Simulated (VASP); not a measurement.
The system is ZrH.

```xyz
2
Lattice="0.0000 2.3595 2.3595 2.3595 0.0000 2.3595 2.3595 2.3595 0.0000" Properties=species:S:1:pos:R:3 pbc="T T T"
Zr    0.0000    0.0000    0.0000
H     3.5392    3.5392    3.5392
```

The cell was built by a generator and needn't be a form met in nature.

| Quantity | Value |
| --- | --- |
| Program | VASP 6.6.1 |
| Task | relaxation of cell and atoms |
| Functional | PBE |
| Potentials or basis | VASP PAW PBE potentials, release 64 (Zr_sv, H) |
| Cutoff | 520 eV |
| k mesh | 7 × 7 × 7 |
| Occupations | gaussian, width 0.15 eV |
| Spin | no spin polarisation |

At the start: pressure 2.8 GPa; volume 13.14 Å³/atom.

Problem. How do energy, volume and symmetry change on relaxing?

Solution. Over 3 steps the energy falls by 3.2 meV/atom and the volume is 13.45 Å³/atom (+2.4 %); space group F-43m (No. 216, to 0.05 Å).

The path:
```
step  energy change (eV)  largest force (eV/Å)  pressure (GPa)  volume (Å³)
   1              0.0000                0.0000            2.84        26.27
   2             -0.0053                0.0000           -2.37        27.17
   3             -0.0064                0.0000            0.31        26.91
```

Final structure:
```
CELL_PARAMETERS angstrom
0.00000 2.37842 2.37842
2.37842 0.00000 2.37842
2.37842 2.37842 0.00000
ATOMIC_POSITIONS crystal
Zr 0.00000 0.00000 0.00000
H 0.75000 0.75000 0.75000
```
